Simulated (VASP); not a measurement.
**SiO2: band structure with PBEsol**

SiO2:

```
Si O
1.0
     4.23317    0.00000    0.00000
     0.00000    4.23317    0.00000
     0.00000    0.00000    2.69349
Si O
2 4
Direct
  0.00000 0.00000 0.00000
  0.50000 0.50000 0.50000
  0.80684 0.19316 0.50000
  0.30684 0.30684 0.00000
  0.19316 0.80684 0.50000
  0.69316 0.69316 0.00000
```

The cell comes from a database or a generator and needn't be the stable form of this composition.

```
Program                : VASP 6.6.1
Task                   : band structure
Functional             : PBEsol
Potentials or basis    : VASP PAW PBE potentials, release 64 (Si, O)
Cutoff                 : 520 eV
k mesh                 : 6 × 6 × 10
Occupations            : gaussian, width 0.02 eV
Spin                   : no spin polarisation
Ladder                 : free
Further INCAR settings : ALGO = Normal; EDIFF = 1e-06
```

The pressure is -6.0 GPa and the largest force is 0.004 eV/Å. The band gap on the k mesh is 4.99 eV, direct and the band gap along the path is 4.99 eV, direct.

Forces on the atoms (eV/Å):
```
Si   0.000  0.000  0.000
Si   0.000  0.000  0.000
O    0.003 -0.003  0.000
O    0.003  0.003  0.000
O   -0.003  0.003  0.000
O   -0.003 -0.003  0.000
```

Stress tensor (GPa, compression positive):
```
-6.09  0.00  0.00
 0.00 -6.09  0.00
 0.00  0.00 -5.90
```

Levels at the corners of the path, in eV from the valence-band top:
| point | band 12 | band 13 | band 14 | band 15 | band 16 | band 17 | band 18 | band 19 | band 20 |
| --- | --- | --- | --- | --- | --- | --- | --- | --- | --- |
| Γ | -3.05 | -2.52 | -0.86 | -0.86 | 0.00 | 4.99 | 6.41 | 8.11 | 8.11 |
| X | -3.75 | -2.64 | -2.64 | -1.06 | -1.06 | 7.22 | 7.22 | 8.69 | 8.69 |
| X | -3.75 | -2.64 | -2.64 | -1.06 | -1.06 | 7.22 | 7.22 | 8.69 | 8.69 |
| M | -3.17 | -2.58 | -2.58 | -2.20 | -2.20 | 6.92 | 6.92 | 9.62 | 9.62 |
| M | -3.17 | -2.58 | -2.58 | -2.20 | -2.20 | 6.92 | 6.92 | 9.62 | 9.62 |
| Γ | -3.05 | -2.52 | -0.86 | -0.86 | 0.00 | 4.99 | 6.41 | 8.11 | 8.11 |
| Γ | -3.05 | -2.52 | -0.86 | -0.86 | 0.00 | 4.99 | 6.41 | 8.11 | 8.11 |
| Z | -4.51 | -2.94 | -2.94 | -2.60 | -2.60 | 8.57 | 8.57 | 12.11 | 12.14 |
| Z | -4.51 | -2.94 | -2.94 | -2.60 | -2.60 | 8.57 | 8.57 | 12.11 | 12.13 |
| R | -3.86 | -2.23 | -2.23 | -1.69 | -1.69 | 8.34 | 8.34 | 9.32 | 9.32 |
| R | -3.86 | -2.23 | -2.23 | -1.69 | -1.69 | 8.34 | 8.34 | 9.32 | 9.32 |
| A | -4.38 | -1.75 | -1.75 | -1.49 | -1.49 | 6.72 | 6.72 | 10.51 | 10.51 |
| A | -4.38 | -1.75 | -1.75 | -1.49 | -1.49 | 6.72 | 6.72 | 10.51 | 10.51 |
| Z | -4.51 | -2.94 | -2.94 | -2.60 | -2.60 | 8.57 | 8.57 | 12.12 | 12.13 |
| X | -3.75 | -2.64 | -2.64 | -1.06 | -1.06 | 7.22 | 7.22 | 8.69 | 8.69 |
| R | -3.86 | -2.23 | -2.23 | -1.69 | -1.69 | 8.34 | 8.34 | 9.32 | 9.32 |
| M | -3.17 | -2.58 | -2.58 | -2.20 | -2.20 | 6.92 | 6.92 | 9.62 | 9.62 |
| A | -4.38 | -1.75 | -1.75 | -1.49 | -1.49 | 6.72 | 6.72 | 10.51 | 10.51 |

Run time: 46 s on 2 MPI ranks on Intel(R) Xeon(R) Platinum 8259CL CPU @ 2.50GHz (Skylake/Cascade Lake), on a shared host, peak memory 0.2 GiB a rank.

Caveat: the PAW data sets were made with another functional, which shifts forces and pressure a little.
